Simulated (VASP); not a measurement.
# CO2 (I-42d) in VASP: a series of runs, part 3 of 3

VASP 6.6.1. Earlier steps stand in the parts before.

## 6. G0W0 quasiparticle levels, PBEsol

Contents of POSCAR:

```
CO2
1.0
   -1.9747270000      1.9747270000      3.0140580000
    1.9747270000     -1.9747270000      3.0140580000
    1.9747270000      1.9747270000     -3.0140580000
O C
4 2
Direct
    0.8750000000      0.9597980000      0.5847980000
    0.3750000000      0.2902020000      0.4152020000
    0.0402020000      0.6250000000      0.9152020000
    0.7097980000      0.1250000000      0.0847980000
    0.0000000000      0.0000000000      0.0000000000
    0.7500000000      0.2500000000      0.5000000000
```

Contents of INCAR.step1:

```
PREC     = Accurate       # precision mode
ENCUT    = 500            # plane-wave cutoff, eV
EDIFF    = 1E-8           # SCF threshold, eV
ISMEAR   = 0              # smearing method
SIGMA    = 0.01           # smearing width, eV
LREAL    = F              # projectors in reciprocal space
LASPH    = T              # aspherical terms in the spheres
NELM     = 100            # most SCF steps
ALGO     = Fast           # electronic algorithm
LWAVE    = T              # write WAVECAR
LCHARG   = F              # write CHGCAR
GGA      = PS             # functional
KPAR     = 4
```

Contents of INCAR.step2:

```
PREC     = Accurate       # precision mode
ENCUT    = 500            # plane-wave cutoff, eV
EDIFF    = 1E-8           # SCF threshold, eV
ISMEAR   = 0              # smearing method
SIGMA    = 0.01           # smearing width, eV
LREAL    = F              # projectors in reciprocal space
LASPH    = T              # aspherical terms in the spheres
NELM     = 1              # most SCF steps
ALGO     = Exact          # electronic algorithm
LWAVE    = T              # write WAVECAR
LCHARG   = F              # write CHGCAR
GGA      = PS             # functional
NBANDS   = 318            # bands
LOPTICS  = T              # frequency-dependent dielectric function
ISTART   = 1            
KPAR     = 4
```

Contents of INCAR.step3:

```
PREC     = Accurate       # precision mode
ENCUT    = 500            # plane-wave cutoff, eV
EDIFF    = 1E-8           # SCF threshold, eV
ISMEAR   = 0              # smearing method
SIGMA    = 0.01           # smearing width, eV
LREAL    = F              # projectors in reciprocal space
LASPH    = T              # aspherical terms in the spheres
ALGO     = EVGW0          # electronic algorithm
LWAVE    = F              # write WAVECAR
LCHARG   = F              # write CHGCAR
GGA      = PS             # functional
NELMGW   = 1            
NBANDS   = 318            # bands
ENCUTGW  = 200            # cutoff of the response function
NOMEGA   = 50             # frequency points
PRECFOCK = Fast         
ISTART   = 1            
NBANDSGW = 24           
KPAR     = 4
```

Contents of KPOINTS:

```
Automatic mesh
0
Gamma
  6 6 6
```

Potentials or basis: VASP PAW PBE potentials, release 64 (O_GW, C_GW).

Launch:

```sh
$ cat potpaw_PBE.64/O_GW/POTCAR potpaw_PBE.64/C_GW/POTCAR > POTCAR
$ cp INCAR.step1 INCAR
$ mpirun -np 4 vasp_std > vasp.out
$ cp INCAR.step2 INCAR
$ mpirun -np 4 vasp_std > vasp.out
$ cp INCAR.step3 INCAR
$ mpirun -np 4 vasp_std > vasp.out
```

OUTCAR:

```text
PREC = Accurate
   ENCUT = 500
   EDIFF = 1E-8
   ISMEAR = 0
   LREAL = F
   LASPH = T
   GGA = PS
   NELMGW = 1
   ENCUTGW = 200
   PRECFOCK = Fast
   ISTART = 1

 ion  position               nearest neighbor table
   1  0.875  0.960  0.585-   5 1.40   6 1.40
   2  0.375  0.290  0.415-   5 1.40   6 1.40
   3  0.040  0.625  0.915-   6 1.40   5 1.40
   4  0.710  0.125  0.085-   5 1.40   6 1.40
   5  0.000  0.000  0.000-   1 1.40   2 1.40   4 1.40   3 1.40
   6  0.750  0.250  0.500-   1 1.40   3 1.40   4 1.40   2 1.40

  LATTYP: Found a body centered tetragonal cell.
 ALAT       =     3.9494540000
 C/A-ratio  =     1.5263162959

  Lattice vectors:

 A1 = (  -1.9747270000,   1.9747270000,   3.0140580000)
 A2 = (   1.9747270000,  -1.9747270000,   3.0140580000)
 A3 = (   1.9747270000,   1.9747270000,  -3.0140580000)

Analysis of symmetry for initial positions (statically):
=====================================================================
 Subroutine PRICEL returns:
 Original cell was already a primitive cell.

 Routine SETGRP: Setting up the symmetry group for a
 body centered tetragonal supercell.

 Subroutine GETGRP returns: Found  8 space group operations
 (whereof  4 operations were pure point group operations)
 out of a pool of 16 trial point group operations.

The static configuration has the point symmetry S_4 .
 The point group associated with its full space group is D_2d.

Analysis of symmetry for dynamics (positions and initial velocities):
=====================================================================
 Subroutine PRICEL returns:
 Original cell was already a primitive cell.

 Routine SETGRP: Setting up the symmetry group for a
 body centered tetragonal supercell.

 Subroutine GETGRP returns: Found  8 space group operations
 (whereof  4 operations were pure point group operations)
 out of a pool of 16 trial point group operations.

The dynamic configuration has the point symmetry S_4 .
 The point group associated with its full space group is D_2d.

 Subroutine INISYM returns: Found  8 space group operations
 (whereof  4 operations are pure point group operations),
 and found     1 'primitive' translations

----------------------------------------------------------------------------------------

                                     Primitive cell

  volume of cell :      47.0138

  direct lattice vectors                    reciprocal lattice vectors
    -1.974727000  1.974727000  3.014058000     0.000000000  0.253199556  0.165889309
     1.974727000 -1.974727000  3.014058000     0.253199556  0.000000000  0.165889309
     1.974727000  1.974727000 -3.014058000     0.253199556  0.253199556  0.000000000

  length of vectors
     4.108970562  4.108970562  4.108970562     0.302703284  0.302703284  0.358078246

  position of ions in fractional coordinates (direct lattice)
     0.875000000  0.959798000  0.584798000
     0.375000000  0.290202000  0.415202000
     0.040202000  0.625000000  0.915202000
     0.709798000  0.125000000  0.084798000
     0.000000000  0.000000000  0.000000000
     0.750000000  0.250000000  0.500000000

  ion indices of the primitive-cell ions
   primitive index   ion index
                 1           1
                 2           2
                 3           3
                 4           4
                 5           5
                 6           6

----------------------------------------------------------------------------------------

 KPOINTS: Automatic mesh

Automatic generation of k-mesh.
 Grid dimensions read from file:
 generate k-points for:    6    6    6

 Generating k-lattice:

  Cartesian coordinates                     Fractional coordinates (reciprocal lattice)
     0.000000000  0.042199926  0.027648218     0.166666667 -0.000000000  0.000000000
     0.042199926  0.000000000  0.027648218    -0.000000000  0.166666667  0.000000000
     0.042199926  0.042199926  0.000000000     0.000000000  0.000000000  0.166666667

  Length of vectors
     0.050450547  0.050450547  0.059679708

  Shift w.r.t. Gamma in fractional coordinates (k-lattice)
     0.000000000  0.000000000  0.000000000

 Subroutine IBZKPT returns following result:
 ===========================================

 Found     30 irreducible k-points:

 Following reciprocal coordinates:
            Coordinates               Weight
  0.000000  0.000000  0.000000      1.000000
  0.166667 -0.000000  0.000000      8.000000
  0.333333 -0.000000  0.000000      8.000000
  0.500000 -0.000000  0.000000      4.000000
  0.166667  0.166667  0.000000      8.000000
  0.333333  0.166667  0.000000     16.000000
[... 16 lines left out ...]
 -0.333333 -0.333333  0.166667      8.000000
 -0.166667 -0.333333  0.166667      8.000000
 [... further k-points ...]
   k-points           NKPTS =     30   k-points in BZ     NKDIM =    216   number of bands    NBANDS=    318
   number of dos      NEDOS =    301   number of ions     NIONS =      6
   total plane-waves  NPLWV =  27000
   dimension x,y,z NGX =    30 NGY =   30 NGZ =   30
   dimension x,y,z NGXF=    60 NGYF=   60 NGZF=   60
   ions per type =               4   2
   NGX,Y,Z   is equivalent  to a cutoff of  12.14, 12.14, 12.14 a.u.
   NGXF,Y,Z  is equivalent  to a cutoff of  24.28, 24.28, 24.28 a.u.
 SYSTEM =  unknown system
   PREC   = accura    normal or accurate (medium, high low for compatibility)
   ISTART =      1    job   : 0-new  1-cont  2-samecut
   ICHARG =      0    charge: 1-file 2-atom 10-const
   ISPIN  =      1    spin polarized calculation?
   LNONCOLLINEAR =      F non collinear calculations
   LSORBIT =      F    spin-orbit coupling
   LASPH  =      T    aspherical Exc in radial PAW
   ENCUT  =  500.0 eV  36.75 Ry    6.06 a.u.   7.49  7.49  7.49*2*pi/ulx,y,z
   NELM   =     60;   NELMIN=  2; NELMDL=  0     # of ELM steps
   EDIFF  = 0.1E-07   stopping-criterion for ELM
   LREAL  =      F    real-space projection
   EDIFFG = 0.1E-06   stopping-criterion for IOM
   NSW    =      0    number of steps for IOM
   IBRION =     -1    ionic relax: 0-MD 1-quasi-New 2-CG
   NFREE  =      0    steps in history (QN), initial steepest desc. (CG)
   ISIF   =      0    stress and relaxation
   ISYM   =      3    0-nonsym 1-usesym 2-fastsym
   POTIM  = 0.5000    time-step for ionic-motion
   TEBEG  =    0.0;   TEEND  =   0.0 temperature during run
   PSTRESS=    0.0 pullay stress
   NELECT =      32.0000    total number of electrons
   NUPDOWN=      -1.0000    fix difference up-down
   EMIN   =  10.00;   EMAX   =-10.00  energy-range for DOS
   EFERMI =   0.00;   METHOD = LEGACY
   ISMEAR =     0;   SIGMA  =   0.01  broadening in eV -4-tet -1-fermi 0-gaus
   EFERMI_NEDOS =   21; number of points for ismear=-14 and -15
   IALGO  =     38    algorithm
   IMIX   =      4    mixing-type and parameters
     AMIX     =   0.40;   BMIX     =  1.00
     AMIX_MAG =   1.60;   BMIX_MAG =  1.00
  volume/ion in A,a.u.               =       7.84        52.88
  Fermi-wavevector in a.u.,A,eV,Ry     =   1.440068  2.721333 28.215694  2.073795
  Thomas-Fermi vector in A             =   2.558853
   LORBIT       =      0    0 simple, 1 ext, 2 COOP (PROOUT), +10 PAW based schemes
   GGA     = PS    functional components
   LHFCALC =     T    Hartree Fock is set to
   PRECFOCK=fast      Normal, Fast or Accurate (Low or Medium for compatibility)
   ENCUT4O =  -1.0   cutoff for four orbital integrals eV
   NKREDX  =     1    reduce k-point grid by
   NKREDY  =     1    reduce k-point grid by
   NKREDZ  =     1    reduce k-point grid by
   AEXX    =    1.0000 exact exchange contribution
   HFSCREEN=    0.0000 screening length (either q_TF or 0.3 A-1)
   HFSCREENC=   0.0000 screening length for correlation (either q_TF or 0.3 A-1)
   ENCUTFOCK=  -1.0 apply spherical cutoff to Coloumb kernel
   IVDW    =     0    specifies the selected vdW correction
   LEPSILON=     F    determine dielectric tensor
   LRPA    =     F    only Hartree local field effects (RPA)
   LRPAFORCE           =     F    calculate RPA forces
   ENCUTGW             = 200.0    cutoff for response function in eV
   ENCUTGWSOFT         = 160.0    soft cutoff for Coulomb kernel in GW response function in eV
   ENCUTLF             =  -1.0    cutoff for local field effects
   NELMGW              =     1    number of iterations in solving QP/BSE equation
   NELMHF              =     1    number of iterations in the inner HF iteration
   NKREDLFX            =     1    NKREDLFY  =   1   NKREDLFZ  =   1
 non-spin polarized calculation
 Gauss-broadening in eV      SIGMA  =   0.01
  energy-cutoff  :      500.00
  volume of cell :       47.01
 maximum number of plane-waves:      1219
 NGX is ok and might be reduce to    30
  NGX = 18; NGY = 18; NGZ = 18
   NGX = 15   NGY = 15   NGZ = 15
 maximum number of plane-waves:       334

 QP shifts <psi_nk| G(iteration)W_0 |psi_nk>: iteration 1
 for sc-GW calculations column KS-energies equals QP-energies in previous step
 and V_xc(KS)=  KS-energies - (<T + V_ion + V_H > + <T+V_H+V_ion>^1  + <V_x>^1)

 k-point   1 :       0.0000    0.0000    0.0000
  band No.  KS-energies  QP-energies   sigma(KS)   V_xc(KS)     V^pw_x(r,r')   Z            occupation Imag(sigma)

      1     -21.8613     -24.5974     -22.0427     -18.2847     -30.8354       0.7281       2.0000       1.2355
      2     -16.7665     -19.3869     -23.5990     -20.0864     -31.6043       0.7460       2.0000       1.0652
      3     -16.7665     -19.3869     -23.5990     -20.0864     -31.6043       0.7460       2.0000       1.0652
      4     -16.1516     -18.8096     -23.7655     -20.2070     -31.4916       0.7469       2.0000       1.0233
      5     -12.5067     -14.6905     -20.6722     -17.8068     -26.2266       0.7621       2.0000       0.3412
      6      -7.5897      -9.2987     -20.2068     -17.9860     -24.6613       0.7695       2.0000       0.1800
[... 16 lines left out ...]
     23      15.3961      17.2825     -14.5699     -16.9228      -8.8530       0.8017       0.0000      -0.0977
     24      16.9562      18.9647     -14.9287     -17.4870      -8.7527       0.7851       0.0000      -0.1209

 k-point   2 :       0.1667   -0.0000    0.0000
  band No.  KS-energies  QP-energies   sigma(KS)   V_xc(KS)     V^pw_x(r,r')   Z            occupation Imag(sigma)
[... 617 lines left out ...]
      1     -21.2447     -23.9600     -22.1358     -18.4301     -30.8028       0.7327       2.0000       1.1991
      2     -18.0111     -20.5991     -22.8009     -19.2824     -30.8258       0.7355       2.0000       1.0136
      3     -16.9016     -19.5127     -23.4683     -19.9531     -31.4938       0.7428       2.0000       1.0680
      4     -16.7773     -19.3971     -23.4656     -19.9412     -31.4193       0.7433       2.0000       1.0499
      5     -10.7632     -12.8849     -21.1777     -18.4652     -26.5995       0.7822       2.0000       0.3947
      6      -7.3243      -9.0621     -20.5051     -18.2426     -25.0244       0.7681       2.0000       0.1825
[... 16 lines left out ...]
     23      15.5599      17.1827     -12.3265     -14.3079      -7.0750       0.8190       0.0000      -0.0850
     24      16.3949      18.3230     -14.1887     -16.6141      -8.2037       0.7949       0.0000      -0.1076

 [... further k-points ...]
```

Run time: 29 min. Hardware: 4 MPI ranks of Intel Xeon Platinum 8488C (Sapphire Rapids), shared host; peak memory 2.4 GiB.

Results:

* Band gap on the k mesh, mean-field level: 7.54 eV, indirect (least direct gap 8.02 eV)
* Quasiparticle gap: 10.57 eV
* Least direct quasiparticle gap: 10.92 eV

Caveat: the cutoff is under 1.25 times the usual one of these potentials, so pressure, stress and relaxed cells hold a basis-set (Pulay) error; bands, screening cutoff and mesh are small and nothing is extrapolated, so the quasiparticle values aren't converged; the PAW data sets were made with another functional, which shifts forces and pressure a little.

## 7. Overview

```csv
task,level,potentials or basis,k mesh,cutoff (eV),smearing,ladder,GW scheme,GW iterations,cutoff of the response function,frequency points,gap on the mesh (eV),pressure (GPa),largest force (eV/Å)
band structure,LDA,"VASP PAW LDA potentials, release 64 (O, C)",10 × 10 × 10,520,gaussian 0.02 eV,gaps,-,-,-,-,7.38,-11.8,0.42
band structure,PBEsol,"VASP PAW PBE potentials, release 64 (O, C)",10 × 10 × 10,520,gaussian 0.02 eV,gaps,-,-,-,-,7.53,-4.9,0.12
band structure,r2SCAN,"VASP PAW PBE potentials, release 64 (O, C)",10 × 10 × 10,520,gaussian 0.02 eV,gaps,-,-,-,-,8.40,-5.8,0.15
band structure,TB-mBJ,"VASP PAW PBE potentials, release 64 (O, C)",10 × 10 × 10,520,gaussian 0.02 eV,gaps,-,-,-,-,9.99,-,-
G0W0 quasiparticle levels,PBEsol,"VASP PAW PBE potentials, release 64 (O_GW, C_GW)",6 × 6 × 6,500,gaussian 0.01 eV,free,G0W0,1,200,50,-,-,-
```

Alike in all rows: no spin polarisation; cell as given.

Caveats: the PAW data sets were made with another functional, which shifts forces and pressure a little (some runs); the cutoff is under 1.25 times the usual one of these potentials, so pressure, stress and relaxed cells hold a basis-set (Pulay) error (some runs); bands, screening cutoff and mesh are small and nothing is extrapolated, so the quasiparticle values aren't converged (some runs).

Total energies depend on the potentials used, so only differences within one code and one set of settings carry meaning.
